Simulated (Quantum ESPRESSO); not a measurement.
Set up this calculation in Quantum ESPRESSO 7.5, as the native input.

- Task: band structure
- Functional: PBEsol
- Potentials or basis: GBRV 1.5 PBEsol
- Cutoff: 925 eV
- Density cutoff: 7401 eV
- k mesh: 7 × 7 × 7
- Occupations: fermi-dirac, width 0.05 eV
- Spin: no spin polarisation
- Mixing beta: 0.5
- Most SCF iterations: 120
- SCF threshold: 4e-10 Ry

Crystal: Sn.

```
CELL_PARAMETERS angstrom
0.00000 3.23334 3.23334
3.23334 0.00000 3.23334
3.23334 3.23334 0.00000
ATOMIC_POSITIONS crystal
Sn 0.75000 0.75000 0.75000
Sn 0.50000 0.50000 0.50000
```

This isn't the form of Sn at room conditions, which is tetragonal (white tin).

One way to write it, as run:

pw.in

```
&CONTROL
  calculation = 'scf'
  prefix = 'pwscf'
  outdir = './tmp'
  pseudo_dir = './pseudo'
  tprnfor = .true.
  tstress = .true.
  disk_io = 'low'
/
&SYSTEM
  ibrav = 0
  nat = 2
  ntyp = 1
  ecutwfc = 68
  ecutrho = 544
  nbnd = 21
  occupations = 'smearing'
  smearing = 'fd'
  degauss = 0.00367493
/
&ELECTRONS
  conv_thr = 4d-10
  electron_maxstep = 120
  mixing_beta = 0.5
/
ATOMIC_SPECIES
Sn   118.7100 sn_pbesol_v1.4.uspp.F.UPF
CELL_PARAMETERS angstrom
   0.0000000000    3.2333428000    3.2333428000
   3.2333428000    0.0000000000    3.2333428000
   3.2333428000    3.2333428000    0.0000000000
ATOMIC_POSITIONS crystal
Sn     0.7500000000    0.7500000000    0.7500000000
Sn     0.5000000000    0.5000000000    0.5000000000
K_POINTS automatic
7 7 7 0 0 0
```

bands.in

```
&CONTROL
  calculation = 'bands'
  prefix = 'pwscf'
  outdir = './tmp'
  pseudo_dir = './pseudo'
  disk_io = 'low'
  verbosity = 'high'
/
&SYSTEM
  ibrav = 0
  nat = 2
  ntyp = 1
  ecutwfc = 68
  ecutrho = 544
  nbnd = 21
  occupations = 'smearing'
  smearing = 'fd'
  degauss = 0.00367493
/
&ELECTRONS
  conv_thr = 1d-08
  electron_maxstep = 120
  mixing_beta = 0.5
  diago_full_acc = .true.
  startingwfc = 'random'
/
ATOMIC_SPECIES
Sn   118.7100 sn_pbesol_v1.4.uspp.F.UPF
CELL_PARAMETERS angstrom
   0.0000000000    3.2333428000    3.2333428000
   3.2333428000    0.0000000000    3.2333428000
   3.2333428000    3.2333428000    0.0000000000
ATOMIC_POSITIONS crystal
Sn     0.7500000000    0.7500000000    0.7500000000
Sn     0.5000000000    0.5000000000    0.5000000000
K_POINTS crystal
60
 0.0000000000  0.0000000000  0.0000000000 1
 0.0625000000  0.0000000000  0.0625000000 1
 0.1250000000  0.0000000000  0.1250000000 1
 0.1875000000  0.0000000000  0.1875000000 1
 0.2500000000  0.0000000000  0.2500000000 1
 0.3125000000  0.0000000000  0.3125000000 1
 0.3750000000  0.0000000000  0.3750000000 1
 0.4375000000  0.0000000000  0.4375000000 1
 0.5000000000  0.0000000000  0.5000000000 1
 0.5000000000  0.0625000000  0.5625000000 1
 0.5000000000  0.1250000000  0.6250000000 1
 0.5000000000  0.1875000000  0.6875000000 1
 0.5000000000  0.2500000000  0.7500000000 1
 0.4375000000  0.3125000000  0.7500000000 1
 0.3750000000  0.3750000000  0.7500000000 1
 0.3375000000  0.3375000000  0.6750000000 1
 0.3000000000  0.3000000000  0.6000000000 1
 0.2625000000  0.2625000000  0.5250000000 1
 0.2250000000  0.2250000000  0.4500000000 1
 0.1875000000  0.1875000000  0.3750000000 1
 0.1500000000  0.1500000000  0.3000000000 1
 0.1125000000  0.1125000000  0.2250000000 1
 0.0750000000  0.0750000000  0.1500000000 1
 0.0375000000  0.0375000000  0.0750000000 1
 0.0000000000  0.0000000000  0.0000000000 1
 0.0625000000  0.0625000000  0.0625000000 1
 0.1250000000  0.1250000000  0.1250000000 1
 0.1875000000  0.1875000000  0.1875000000 1
 0.2500000000  0.2500000000  0.2500000000 1
 0.3125000000  0.3125000000  0.3125000000 1
 0.3750000000  0.3750000000  0.3750000000 1
 0.4375000000  0.4375000000  0.4375000000 1
 0.5000000000  0.5000000000  0.5000000000 1
 0.5250000000  0.4500000000  0.5250000000 1
 0.5500000000  0.4000000000  0.5500000000 1
 0.5750000000  0.3500000000  0.5750000000 1
 0.6000000000  0.3000000000  0.6000000000 1
 0.6250000000  0.2500000000  0.6250000000 1
 0.5833333333  0.2500000000  0.6666666667 1
 0.5416666667  0.2500000000  0.7083333333 1
 0.5000000000  0.2500000000  0.7500000000 1
 0.5000000000  0.2857142857  0.7142857143 1
 0.5000000000  0.3214285714  0.6785714286 1
 0.5000000000  0.3571428571  0.6428571429 1
 0.5000000000  0.3928571429  0.6071428571 1
 0.5000000000  0.4285714286  0.5714285714 1
 0.5000000000  0.4642857143  0.5357142857 1
 0.5000000000  0.5000000000  0.5000000000 1
 0.4821428571  0.4821428571  0.5357142857 1
 0.4642857143  0.4642857143  0.5714285714 1
 0.4464285714  0.4464285714  0.6071428571 1
 0.4285714286  0.4285714286  0.6428571429 1
 0.4107142857  0.4107142857  0.6785714286 1
 0.3928571429  0.3928571429  0.7142857143 1
 0.3750000000  0.3750000000  0.7500000000 1
 0.6250000000  0.2500000000  0.6250000000 1
 0.5937500000  0.1875000000  0.5937500000 1
 0.5625000000  0.1250000000  0.5625000000 1
 0.5312500000  0.0625000000  0.5312500000 1
 0.5000000000  0.0000000000  0.5000000000 1
```

Potentials or basis: GBRV 1.5 PBEsol.

The run is started by

```sh
$ OMP_NUM_THREADS=1 mpirun -n 2 pw.x -nk 2 -in pw.in > pw.out
$ OMP_NUM_THREADS=1 mpirun -n 2 pw.x -nk 2 -in bands.in > bands.out
```

It gave:

- Pressure: 1.3 GPa
- Band gap on the k mesh: none (metal or under the smearing width)

Caveat: spin-orbit coupling is left out, which moves the levels of the heavy elements.

Wall time 76 s on 2 MPI ranks on Arm Neoverse V2 (shared host), peak memory 0.5 GiB a rank.
